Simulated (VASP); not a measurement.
Wanted: the native input for a VASP 6.6.1 run.

* Task: relaxation of the atoms
* Functional: PBEsol
* Potentials or basis: VASP PAW PBE potentials, release 64 (K_sv, I)
* Cutoff: 600 eV
* k mesh: 8 × 8 × 8
* Occupations: gaussian, width 0.03 eV
* Spin: no spin polarisation
* Further INCAR settings: ALGO = Normal; EDIFF = 1e-07; IBRION = 2; EDIFFG = -0.01; NSW = 40

The structure of KI lies in POSCAR:

```
KI                                      
1.0
    0.0000000000      3.5542875367      3.5542875367
    3.5542875367      0.0000000000      3.5542875367
    3.5542875367      3.5542875367      0.0000000000
  K               I             
     1     1
Direct
     0.0000000000000000    0.0000000000000000    0.0000000000000000
     0.5000000000000000    0.5000000000000000    0.5000000000000000
```

The cell isn't the ideal one: a relaxed cell with its volume scaled by 1.04.

These files were run (other wordings do the same):

INCAR

```
PREC = Accurate ; ENCUT = 600
EDIFF = 1E-7 ; ISMEAR = 0
SIGMA = 0.03 ; LREAL = False
LASPH = True ; NELM = 80
ALGO = Normal ; ISIF = 2
LWAVE = False ; LCHARG = False
GGA = PS ; IBRION = 2
NSW = 40 ; EDIFFG = -0.01
```

KPOINTS

```
Automatic mesh
0
Gamma
  8 8 8
```

Potentials or basis: VASP PAW PBE potentials, release 64 (K_sv, I).

Launch:

```console
$ cat potpaw_PBE.64/K_sv/POTCAR potpaw_PBE.64/I/POTCAR > POTCAR
$ mpirun -np 1 vasp_std > vasp.out
```

It gave:

- Pressure after relaxing: -0.4 GPa
- Band gap on the k mesh: 3.78 eV, direct

Caveat: the relaxation stopped at its first step, so nothing moved; the PAW data sets were made with another functional, which shifts forces and pressure a little; spin-orbit coupling is left out, which moves the levels of the heavy elements.

It took 36 s on 1 thread of Intel(R) Xeon(R) Platinum 8488C (Sapphire Rapids), on a shared host, peak memory 0.25 GiB.
